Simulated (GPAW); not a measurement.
Runs of GPAW 26.7.0 on FeO (Wuestite). It takes space group R-3m (No. 166, trigonal). Conventional cell: a = 3.038 Å, b = 3.038 Å, c = 7.559 Å, α = 90.00°, β = 90.00°, γ = 120.00°. Fe (site symmetry -3m) is surrounded by 6 O at 2.16 Å. O (site symmetry -3m) has 6 Fe at 2.16 Å as nearest neighbours. 

| task | level | potentials or basis | spin | U | k mesh | band path | band points | spin axis theta (degrees) | spin axis phi (degrees) | pressure (GPa) | moment (μB) |
| --- | --- | --- | --- | --- | --- | --- | --- | --- | --- | --- | --- |
| single point | PBE | GPAW PAW data sets (gpaw-data 1.2.1), pw | collinear, ferromagnetic start | - | 11 × 11 × 11 | - | - | - | - | -0.2 | 4.00 |
| band structure | PBEsol+U | PAW data sets generated in the run's folder for this functional, pw | collinear, ferromagnetic start | Fe d U = 6 eV | 8 × 8 × 8 | GLB1,BZGX,QFP1Z,LP | 80 | - | - | -4.9 | 4.03 |
| band structure | PBEsol+U | PAW data sets generated in the run's folder for this functional, pw | collinear, ferromagnetic start | Fe d U = 4 eV | 8 × 8 × 8 | GLB1,BZGX,QFP1Z,LP | 80 | - | - | (b) | 4.00 |
| band structure | PBEsol+U | PAW data sets generated in the run's folder for this functional, pw | collinear, ferromagnetic start | Fe d U = 8 eV | 8 × 8 × 8 | GLB1,BZGX,QFP1Z,LP | 80 | - | - | (a) | 4.06 |
| band structure | PBEsol | PAW data sets generated in the run's folder for this functional, pw | collinear, ferromagnetic start | - | 8 × 8 × 8 | GLB1,BZGX,QFP1Z,LP | 80 | - | - | -7.9 | 4.00 |
| band structure | PBEsol+U | PAW data sets generated in the run's folder for this functional, pw | collinear, ferromagnetic start | Fe d U = 3 eV | 8 × 8 × 8 | GLB1,BZGX,QFP1Z,LP | 80 | - | - | -6.9 | 4.00 |
| band structure | PBE | GPAW PAW data sets (gpaw-data 1.2.1), pw | collinear, ferromagnetic start, SOC | - | 9 × 9 × 9 | GLB1,BZGX,QFP1Z,LP | 80 | 0 | 0 | -0.2 | 4.00 |

Alike in all rows: cell as given; cutoff (eV) 800; smearing fermi-dirac 0.05 eV.

Question: Estimate the missing entries.

Answer: (a) -3.1; (b) -6.4.

Caveats: a cell with one magnetic atom can't hold antiferromagnetic order, which such compounds often take; spin-orbit coupling was added after a scalar SCF, so levels and gaps hold it while energy, forces, pressure and moments don't (some runs).

Not every run made on this cell is shown here.
